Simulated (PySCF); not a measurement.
Molecule: benzaldehyde (SMILES c1c(C=O)cccc1).

Geometry:
```
atom   x (Å)   y (Å)   z (Å)
  O1   2.877  -1.438  -0.093
  C2   2.333  -0.370  -0.217
  C3   0.880  -0.141  -0.060
  C4   0.352   1.144  -0.217
  C5  -1.015   1.361  -0.067
  C6  -1.855   0.290   0.240
  C7  -1.332  -0.997   0.398
  C8   0.032  -1.213   0.249
  H9   2.921   0.550  -0.470
 H10   1.022   1.975  -0.459
 H11  -1.429   2.364  -0.190
 H12  -2.929   0.459   0.358
 H13  -1.996  -1.830   0.639
 H14   0.475  -2.205   0.366
```

Geometry PBE0-D3(BJ)/def2-SVP throughout; GIAO in PySCF 2.14, gas phase, one conformer, non-relativistic; equivalent atoms averaged; basis pcSseg-1.

Question: How do the absolute shieldings σ depend on the functional? (a selection of nuclei; ppm; last column core-seconds on shared hosts with different chips, so compare them loosely; the GGAs took longer than the global hybrids here, which isn't the general rule, and the cause wasn't traced)

Answer: 
```csv
functional,kind,O1,C2,C4/C8,C3,C5/C7,H9,H10/H14,H12,H11/H13,core-s
HF,Hartree–Fock,-309.0,-2.7,50.5,50.7,56.9,22.20,23.33,23.85,24.02,7.3
BLYP,GGA,-327.2,-15.9,41.0,35.8,42.2,21.39,23.63,23.93,23.93,27
BP86,GGA,-320.3,-11.5,46.2,41.6,47.2,21.22,23.42,23.71,23.71,24
OPBE,GGA,-299.1,1.4,57.0,54.6,58.2,21.15,23.29,23.58,23.57,27
KT2,GGA,-273.8,3.7,58.4,53.1,59.1,21.54,23.52,23.82,23.82,27
B97-D,GGA,-295.6,-6.2,49.5,45.4,50.9,21.49,23.65,23.95,23.96,27
PBE0,global hybrid,-329.6,-9.5,48.1,44.4,50.1,21.37,23.22,23.57,23.60,16
B97-2,global hybrid,-309.1,-5.8,50.4,46.9,52.5,21.55,23.40,23.76,23.79,15
CAM-B3LYP,range-separated hybrid,-336.5,-15.7,42.5,38.0,45.0,21.52,23.30,23.67,23.72,21
LC-wPBE,range-separated hybrid,-332.3,-12.5,46.5,43.7,49.5,21.46,23.09,23.47,23.53,32
```

Question: Which nucleus among those listed moves most, in ppm?

Answer: O1 (aldehyde oxygen): from -336.5 ppm with CAM-B3LYP to -273.8 ppm with KT2. The smallest spread is 0.49 ppm, at H12. Proton shifts span only some 12 ppm, so a few tenths of a ppm matter as much there as several ppm in carbon.
